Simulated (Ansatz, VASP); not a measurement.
## One calculation of P, two programs

File INCAR:

```
ALGO = Normal
EDIFF = 1E-7
ENCUT = 520
GGA = PE
ISIF = 2
ISMEAR = -1
LASPH = True
LCHARG = False
LREAL = False
LWAVE = False
NBANDS = 12
NELM = 60
PREC = Accurate
SIGMA = 0.05
```

File KPOINTS:

```
k-points
0
Gamma
  11 11 11
```

Contents of POSCAR:

```
P
1.0
   -1.6915100431      2.5151650373      1.8589441358
    1.6915100431     -2.5151650373      1.8589441358
    1.6915100431      2.5151650373     -1.8589441358
P
2
Direct
    0.6992170000      0.9615220000      0.7718150000
    0.3024300000      0.0490510000      0.2430100000
```

input.yaml

```yaml
crystal:
  lattice:
    - [-1.6915100431, 2.5151650373, 1.8589441358]
    - [1.6915100431, -2.5151650373, 1.8589441358]
    - [1.6915100431, 2.5151650373, -1.8589441358]
  atoms:
    - { symbol: P, position: [0.699217, 0.961522, 0.771815] }
    - { symbol: P, position: [0.30243, 0.049051, 0.24301] }
hamiltonian:
  xc: pbe
  pseudopotentials: { kind: paw }
kpoints:
  mp_grid: { grid: [11, 11, 11] }
scf:
  occupations: { method: fermi_dirac, width: 0.05 }
output:
  forces: true
  stress: true
  eigenvalues: true
```

Change from the starting cell: atoms moved at random, drawn with an rms of 0.05 Å.

Alike in both runs: task single point; functional PBE; k mesh 11 × 11 × 11; occupations fermi-dirac, width 0.05 eV; no spin polarisation.

|  | VASP | Ansatz |
| --- | --- | --- |
| version | VASP 6.6.1 | Ansatz 0.2.0 |
| potentials or method | VASP PAW PBE potentials, release 64 (P) | Ansatz PAW |
| plane-wave cutoff (eV) | 520 | 420 |
| valence electrons in the cell | 10 | 10 |

```csv
,VASP,Ansatz,Ansatz less VASP
gap on the k mesh at the Fermi level (eV),none,none,-
pressure (GPa),3.3,3.6,+0.31
largest component of the traceless stress (GPa),3.15,3.22,+0.071
rms of the force components (eV/Å),0.499,0.524,+0.0249
```

Atom by atom the forces differ by 0.032 eV/Å (rms over components). A gap of «none» marks a metal or a gap that the smearing closes. With one functional, cell and mesh, what is left measures potentials, basis and numerics.
